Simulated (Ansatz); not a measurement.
The system is Tl.

```xyz
2
Lattice="3.4560 0.0000 0.0000 -1.7280 2.9930 0.0000 0.0000 0.0000 5.5250" Properties=species:S:1:pos:R:3 pbc="T T T"
Tl    1.7280    0.9977    4.1438
Tl    0.0000    1.9953    1.3813
```

Base run:

| Quantity | Value |
| --- | --- |
| Program | Ansatz 0.2.0 |
| Functional | PBE |
| Potentials or basis | all-electron LAPW, scalar-relativistic |
| Cutoff | 167 eV |
| Density cutoff | 668 eV |
| Basis error allowed | 0.001 eV/atom |
| k mesh | 9 × 9 × 5 |
| Occupations | fermi-dirac, width 0.05 eV |
| Spin | no spin polarisation |

Its results: pressure 3.4 GPa.

Q: After a change of settings the same cell gave: pressure 5.4 GPa. Which change was it?
A. functional from PBE to LDA; occupations from fermi-dirac, width 0.05 eV to gaussian, width 0.1 eV
B. occupations from fermi-dirac, width 0.05 eV to methfessel-paxton, width 0.2 eV; dispersion from none to D3(BJ)
C. functional from PBE to PBEsol; occupations from fermi-dirac, width 0.05 eV to gaussian, width 0.02 eV
D. functional from PBE to RPBE

A: D.

RPBE binds less tightly than PBE, so the same cell stands under more pressure.

Not every run made on this cell is shown here.
